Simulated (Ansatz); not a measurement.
Crystal: EuO.

```
Eu O
1.0
     0.00000    2.57195    2.57195
     2.57195    0.00000    2.57195
     2.57195    2.57195    0.00000
Eu O
1 1
Direct
  0.00000 0.00000 0.00000
  0.50000 0.50000 0.50000
```

Base run:

```yaml
Program: Ansatz 0.2.0
Functional: PBE
Potentials_or_basis: Ansatz PAW
Cutoff: "420 eV (not typed: the program's choice for these potentials)"
k_mesh: 7 × 7 × 7
Occupations: fermi-dirac, width 0.05 eV
Spin: non-collinear spin, ferromagnetic start, spin-orbit coupling
Starting_moments: "[[0.0, 0.0, 7.0], [0.0, 0.0, 0.0]] μB"
```

Its results: band gap on the k mesh none (metal or under the smearing width); pressure -4.6 GPa; net moment 6.92 μB per cell.

The run is repeated on the same cell with these changes: functional from PBE to r2SCAN; cutoff from 420 eV (not typed: the program's choice for these potentials) to 500 eV (not typed: the program's choice for these potentials). What comes out?

Band gap on the k mesh none (metal or under the smearing width); pressure -5.7 GPa; net moment 6.94 μB per cell.

Caveats: a cell with one magnetic atom can't hold antiferromagnetic order, which such compounds often take; without U or exact exchange the open f shell lies at the Fermi level, which spoils levels, moments and volumes; the thresholds are loose for stress (some runs); the magnetic or orbital state may not be the lowest (some runs); the PAW data sets come from PBE, with cores solved anew for the run's functional, which leaves a small shift of forces and pressure (some runs).
